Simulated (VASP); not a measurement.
Here is a VASP 6.6.1 calculation.

File INCAR:

```
ALGO = Normal
EDIFF = 1E-7
EDIFFG = -0.005
ENCUT = 600
IBRION = 2
ISIF = 3
ISMEAR = 0
LASPH = T
LCHARG = F
LREAL = F
LWAVE = F
NELM = 80
NSW = 90
PREC = Accurate
SIGMA = 0.03
```

Contents of KPOINTS:

```
k-points
0
Gamma
  8 8 8
```

Contents of POSCAR:

```
BaF2                                    
1.0
    0.0000000000      3.0427078163      3.0427078163
    3.0427078163     -0.0000000000      3.0427078163
    3.0427078163      3.0427078163      0.0000000000
  Ba              F             
     1     2
Direct
     0.0000000000000000    0.0000000000000000    0.0000000000000000
     0.2500000000000000    0.2500000000000000    0.2500000000000000
     0.7500000000000000    0.7500000000000000    0.7500000000000000
```

Potentials or basis: VASP PAW LDA potentials, release 64 (Ba_sv, F).

Launch:

```bash
$ cat potpaw_LDA.64/Ba_sv/POTCAR potpaw_LDA.64/F/POTCAR > POTCAR
$ mpirun -np 1 vasp_std > vasp.out
```

(1) Predict the relaxed cell.

(2) What does it give for the space group after relaxing (to 0.05 Å)?

(3) Predict the relaxed volume.

(4) What does it give for the band gap on the k mesh?

Results:

(1) a = 4.304 Å, b = 4.304 Å, c = 4.304 Å, α = 60.00°, β = 60.00°, γ = 60.00°.

(2) Fm-3m (No. 225).

(3) 18.80 Å³/atom.

(4) 6.61 eV, indirect (least direct gap 6.73 eV).

Caveat: spin-orbit coupling is left out, which moves the levels of the heavy elements.
